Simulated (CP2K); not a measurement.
TaN:

```
CELL_PARAMETERS angstrom
2.93800 0.00000 0.00000
-1.46900 2.54438 0.00000
0.00000 0.00000 2.88300
ATOMIC_POSITIONS crystal
Ta 0.00000 0.00000 0.50000
N 0.66667 0.33333 0.00000
```

- Program: CP2K 2026.2
- Task: single point
- Functional: PBE
- Potentials or basis: POTENTIAL_UZH Ta GTH-PBE-q13, N GTH-PBE-q5; TZVP-MOLOPT-PBE-GTH basis
- Density cutoff: 6123 eV
- k mesh: 10 × 10 × 9
- Occupations: fermi-dirac, width 0.05 eV
- Spin: no spin polarisation

On this cell: pressure 1.3 GPa; largest force under 0.003 eV/Å; band gap on the k mesh none (metal or under the smearing width).

The same run follows on a disturbed copy (atoms moved at random, drawn with an rms of 0.05 Å):

```
CELL_PARAMETERS angstrom
2.93800 0.00000 0.00000
-1.46900 2.54438 0.00000
0.00000 0.00000 2.88300
ATOMIC_POSITIONS crystal
Ta 0.01144 0.00833 0.48326
N 0.65255 0.33881 0.00587
```

Task: What changes?

Result: The energy (extrapolated to zero smearing) moves by +31.3 meV/atom; pressure 2.9 GPa; largest force 1.314 eV/Å; band gap on the k mesh none (metal or under the smearing width).

Forces in eV/Å, atoms in the order of the input:
```
Ta  -0.919 -0.129  0.916
N    0.919  0.129 -0.930
```

Stress tensor (GPa, compression positive):
```
 2.82  0.91 -1.63
 0.91  2.15 -0.29
-1.63 -0.29  3.67
```

Caveats: the basis of atomic orbitals isn't converged, which shifts pressures, moduli and gaps.
